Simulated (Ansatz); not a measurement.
# WS2 in Ansatz: band structure with revPBE

Aim: the band structure of WS2 with revPBE.

Program: Ansatz 0.2.0. These are calculated values, not measurements. Logs are shortened: lines on timing, memory, paths and dates and some standing lists are left out, and cuts for length are marked.

### Step 1. The slab as given

The cell holds a slab with vacuum, 12 atoms: a = 3.183 Å, b = 3.183 Å, c = 35.181 Å, α = 90.00°, β = 90.00°, γ = 120.00°.

### Step 2. Band structure, revPBE

input.yaml

```yaml
crystal:
  lattice:
    - [3.1831225544, 0.0, 0.0]
    - [-1.5915612772, 2.7566649955, 0.0]
    - [0.0, 0.0, 35.1805582101]
  atoms:
    - { symbol: W, position: [0.3333333333, 0.6666666667, 0.59231661] }
    - { symbol: W, position: [0.3333333333, 0.6666666667, 0.2234] }
    - { symbol: W, position: [0.6666666667, 0.3333333333, 0.7766] }
    - { symbol: W, position: [0.6666666667, 0.3333333333, 0.40768339] }
    - { symbol: S, position: [0.3333333333, 0.6666666667, 0.82114964] }
    - { symbol: S, position: [0.3333333333, 0.6666666667, 0.45202369] }
    - { symbol: S, position: [0.6666666667, 0.3333333333, 0.63662107] }
    - { symbol: S, position: [0.6666666667, 0.3333333333, 0.26774184] }
    - { symbol: S, position: [0.3333333333, 0.6666666667, 0.73225816] }
    - { symbol: S, position: [0.3333333333, 0.6666666667, 0.36337893] }
    - { symbol: S, position: [0.6666666667, 0.3333333333, 0.54797631] }
    - { symbol: S, position: [0.6666666667, 0.3333333333, 0.17885036] }
hamiltonian:
  xc: revpbe
  pseudopotentials: { kind: paw }
kpoints:
  mp_grid: { grid: [10, 10, 1] }
  band_path:
    path:
      - [[0.0, 0.0, 0.0], [0.5, 0.0, 0.0], [0.3333333333, 0.3333333333, 0.0], [0.0, 0.0, 0.0], [0.0, 0.0, 0.5], [0.5, 0.0, 0.5], [0.3333333333, 0.3333333333, 0.5], [0.0, 0.0, 0.5]]
      - [[0.5, 0.0, 0.5], [0.5, 0.0, 0.0]]
      - [[0.3333333333, 0.3333333333, 0.0], [0.3333333333, 0.3333333333, 0.5]]
    npoints: 10
scf:
  occupations: { method: fermi_dirac, width: 0.05 }
  n_extra_bands: 30
output:
  forces: true
  stress: true
  eigenvalues: true
  fatbands: false
```

Potentials or basis: Ansatz PAW.

On the command line:

```
$ ansatz run input.yaml --threads 4 --pin off --max-ram 11264MiB --backend cpu --events-out ev --progress --plain --runs-dir out
```

The program printed:

```text
Warning: RAYON_NUM_THREADS=4 ignored (pool sized by the plan → 4); use --threads N
scf.n_extra_bands = 30 over 52 filled bands (N_el = 104.0): the run solves 82 bands
Engine: ansatz 0.2.0, aarch64-unknown-linux-gnu
Pseudopotentials: kind: paw
Pseudopotential: W, paw, valence charge 14, recommended cutoff 420 eV (normal), W.paw.azcp
Pseudopotential: S, paw, valence charge 6, recommended cutoff 420 eV (normal), S.paw.azcp
Functional definition: revPBE
  parameter kappa = 1.245
  parameter beta = 0.06672455060314922
  exchange = pbe_x(kappa = kappa, mu = beta*pi^2/3)
  correlation = pbe_c(beta = beta)
Crystal: 12 atoms, lattice volume = 308.702 Å³
Basis set: ecut = 420 eV, 6081 PW (Γ), exchange–correlation on 48×48×480 points (8 copies of the dense FFT grid, shifted against one another)
Bands: 82, of which v1, the nominal top of the filled ones, is band 52 counted from 1 (51 counted from 0)
Symmetry: 12 space group operations
Space group: P-3m1 (ITA 164), of the structure as read, at distance tolerance 6.8e-5 Å
k-points: 14 of 100
Non-local potential: W, projectors of the file, l = 0: 3, l = 1: 2, l = 2: 2, l = 3: 1
Non-local potential: S, projectors of the file, l = 0: 2, l = 1: 2, l = 2: 2
PAW form: soft (Blöchl's): semilocal exchange-correlation on the pseudo side does not see the compensation charge
[... 31 lines left out ...]
  E_nonlocal   = 224.294130
  E_hartree    = 27943.615187
  E_xc         = -1850.294718
  E_vxc        = -1658.760601  (∫ρ·V_xc dr)
  E_paw        = -39106.227757  (= ΣΔE_a)
  E_vpaw       = -535.928879  (= ΣTr[D̂ρ^β])
  E_aug_tail   = -0.000236  (compensation charges beyond the density's cutoff)
  E_ewald      = 19162.752012
  E_core_change = -0.270128  (= ΣΔE_core)
  E_smearing   = -0.000000  (= −TS)
  E_closure    = -0.000000  (closes the sum)
  Σ components = -48821.593384   (vs F -48821.593384, Δ=0.00e0)
--- Forces (eV/Å), atoms counted from 1 ---
  atom   1  W     -0.00000000    -0.00000000    -0.02113616
  atom   2  W      0.00000000    -0.00000000    -0.13968165
  atom   3  W      0.00000000     0.00000000     0.13968165
  atom   4  W     -0.00000000     0.00000000     0.02113616
  atom   5  S     -0.00000000    -0.00000000     0.25397928
  atom   6  S     -0.00000000    -0.00000000     0.28207685
  atom   7  S      0.00000000     0.00000000     0.30075555
  atom   8  S      0.00000000     0.00000000     0.26211951
  atom   9  S     -0.00000000    -0.00000000    -0.26211951
  atom  10  S     -0.00000000    -0.00000000    -0.30075555
  atom  11  S      0.00000000     0.00000000    -0.28207685
  atom  12  S      0.00000000     0.00000000    -0.25397928
  max |Σ_I F_I| component: 1.16e-17 eV/Å
--- Stress (GPa, compression-positive) ---
        2.269564       0.000000       0.000000
        0.000000       2.269564      -0.000000
        0.000000      -0.000000       3.101326
  P = ⅓ Tr σ = 2.5468 GPa (25.468 kbar)
--- Band table (eV; the first three rows and the last of 14) ---
  k-point 0: bands = ["-68.0132", "-68.0132", "-68.0119", "-68.0119", "-32.2887", "-32.2887", "-32.2878", "-32.2878", "-32.1419", "-32.1419", "-32.1419", "-32.1419", "-32.1400", "-32.1400", "-32.1400", "-32.1400", "-8.8963", "-8.8600", "-8.8202", "-8.8032", "-7.2700", "-7.2113", "-7.1441", "-7.0966", "-0.6701", "-0.5160", "-0.3178", "-0.1623", "3.0341", "3.0341", "3.0371", "3.0371", "3.0676", "3.0676", "3.0676", "3.0676", "3.2925", "3.6249", "4.0754", "4.2731", "4.2731", "4.2839", "4.2839", "4.3070", "4.3070", "4.3076", "4.3076", "4.5159", "5.6813", "5.9489", "6.2303", "6.4084", "8.8317", "8.8317", "8.8343", "8.8343", "8.8398", "8.8398", "8.8402", "8.8402", "8.9742", "8.9742", "8.9945", "8.9945", "9.0235", "9.0235", "9.0461", "9.0461", "10.9286", "11.0805", "11.2349", "11.3597", "11.4139", "11.5964", "12.9042", "14.4638", "14.4803", "14.5539", "14.5908", "14.6223", "14.6894", "14.9643"]
  k-point 1: bands = ["-68.0116", "-68.0116", "-68.0103", "-68.0103", "-32.2828", "-32.2828", "-32.2819", "-32.2819", "-32.1745", "-32.1745", "-32.1725", "-32.1725", "-32.1495", "-32.1495", "-32.1476", "-32.1476", "-8.7326", "-8.6965", "-8.6568", "-8.6397", "-7.2074", "-7.1508", "-7.0866", "-7.0418", "-0.4769", "-0.3240", "-0.1262", "0.0299", "2.6202", "2.6264", "2.6548", "2.6549", "2.9485", "3.1863", "3.1928", "3.1978", "3.2272", "3.2272", "3.4357", "3.5824", "4.0217", "4.0340", "4.0572", "4.0579", "4.3831", "4.4663", "4.6308", "4.8702", "5.6442", "5.8525", "6.0551", "6.1734", "8.6166", "8.6453", "8.6825", "8.7133", "8.7156", "8.7873", "8.8068", "8.8246", "8.8277", "8.8471", "8.8780", "8.9070", "9.1244", "9.1357", "9.1474", "9.1516", "11.2066", "11.4749", "11.9426", "12.0537", "12.0747", "12.1715", "13.1229", "14.5993", "14.6806", "14.9420", "15.0425", "15.1489", "15.2173", "15.3586"]
  k-point 2: bands = ["-68.0074", "-68.0074", "-68.0061", "-68.0061", "-32.2674", "-32.2674", "-32.2665", "-32.2665", "-32.2590", "-32.2590", "-32.2567", "-32.2567", "-32.1692", "-32.1692", "-32.1673", "-32.1673", "-8.2773", "-8.2422", "-8.2032", "-8.1863", "-7.0339", "-6.9834", "-6.9280", "-6.8909", "0.0122", "0.1561", "0.3442", "0.4937", "1.7493", "1.7686", "1.7955", "1.8028", "2.2881", "2.4450", "2.5932", "2.6763", "3.4834", "3.4962", "3.5190", "3.5213", "3.6133", "3.6246", "3.6526", "3.6527", "4.2551", "4.3726", "4.5547", "4.7487", "5.3551", "5.4196", "5.4738", "5.4977", "8.1078", "8.2364", "8.4200", "8.5532", "8.5802", "8.6139", "8.6159", "8.6459", "8.8181", "8.9371", "9.0354", "9.0894", "9.7291", "9.7519", "9.7805", "9.8013", "11.7949", "12.0742", "13.0824", "13.2324", "13.2569", "13.4860", "13.8289", "14.8057", "14.8135", "14.8764", "14.9563", "15.1508", "15.2050", "15.5119"]
  k-point 13: bands = ["-67.9947", "-67.9947", "-67.9934", "-67.9934", "-32.4061", "-32.4060", "-32.4033", "-32.4033", "-32.3348", "-32.3348", "-32.3325", "-32.3325", "-32.2200", "-32.2200", "-32.2194", "-32.2194", "-6.4896", "-6.4793", "-6.4582", "-6.4572", "-6.3313", "-6.3200", "-6.3038", "-6.3032", "0.2123", "0.2385", "0.2694", "0.2800", "0.3910", "0.4090", "0.4304", "0.4304", "1.6375", "1.6378", "1.6596", "1.6606", "2.0059", "2.0322", "2.0932", "2.1523", "2.5257", "2.6280", "2.6988", "2.7068", "3.6286", "3.6460", "3.6974", "3.7535", "5.7488", "5.7787", "5.8114", "5.8316", "7.9401", "7.9478", "7.9628", "7.9632", "9.0947", "9.2521", "9.4684", "9.6668", "9.7290", "9.8231", "9.8895", "9.9287", "11.2681", "11.3245", "11.4166", "11.5122", "12.5658", "12.6059", "12.6605", "12.6834", "12.9987", "13.2140", "13.5744", "13.8943", "15.1251", "15.2122", "15.2791", "15.4437", "15.9675", "16.1816"]
```

bands.tsv:

```text
[... 115 lines left out ...]
```

Run time: 26 s. Hardware: 4 threads of Arm Neoverse V2, shared host; peak memory 1.5 GiB.

Results:

```
Free energy             : -48821.5934 eV
Largest force           : 0.301 eV/Å
Band gap on the k mesh  : 1.47 eV, indirect (least direct gap 2.11 eV)
Band gap along the path : 1.33 eV, indirect (least direct gap 1.76 eV)
```

Forces on the atoms (eV/Å):
```
W    0.000  0.000 -0.021
W    0.000  0.000 -0.140
W    0.000  0.000  0.140
W    0.000  0.000  0.021
S    0.000  0.000  0.254
S    0.000  0.000  0.282
S    0.000  0.000  0.301
S    0.000  0.000  0.262
S    0.000  0.000 -0.262
S    0.000  0.000 -0.301
S    0.000  0.000 -0.282
S    0.000  0.000 -0.254
```

Levels at the corners of the path, in eV from the valence-band top:
```tsv
point	band 48	band 49	band 50	band 51	band 52	band 53	band 54	band 55	band 56	band 57
Γ	-1.89	-0.73	-0.46	-0.18	0.00	2.42	2.42	2.43	2.43	2.43
M	-1.73	-1.43	-1.40	-1.37	-1.35	2.38	2.39	2.40	2.40	2.80
K	-2.80	-0.51	-0.48	-0.44	-0.42	1.33	1.33	1.35	1.35	2.64
Γ	-1.89	-0.73	-0.46	-0.18	0.00	2.42	2.42	2.43	2.43	2.43
A	-1.89	-0.73	-0.46	-0.18	0.00	2.42	2.42	2.43	2.43	2.43
L	-1.73	-1.43	-1.40	-1.37	-1.35	2.38	2.39	2.40	2.40	2.80
H	-2.80	-0.51	-0.48	-0.44	-0.42	1.33	1.33	1.35	1.35	2.64
A	-1.89	-0.73	-0.46	-0.18	0.00	2.42	2.42	2.43	2.43	2.43
L	-1.73	-1.43	-1.40	-1.37	-1.35	2.38	2.39	2.40	2.40	2.80
M	-1.73	-1.43	-1.40	-1.37	-1.35	2.38	2.39	2.40	2.40	2.80
K	-2.80	-0.51	-0.48	-0.44	-0.42	1.33	1.33	1.35	1.35	2.64
H	-2.80	-0.51	-0.48	-0.44	-0.42	1.33	1.33	1.35	1.35	2.64
```

Caveat: the k mesh misses the band edges, so the gap on the mesh is wider than the one along the path; spin-orbit coupling is left out, which moves the levels of the heavy elements; the PAW data sets come from PBE, with cores solved anew for the run's functional, which leaves a small shift of forces and pressure. Expect the measured gap to be larger: semilocal functionals such as revPBE lack the derivative discontinuity.
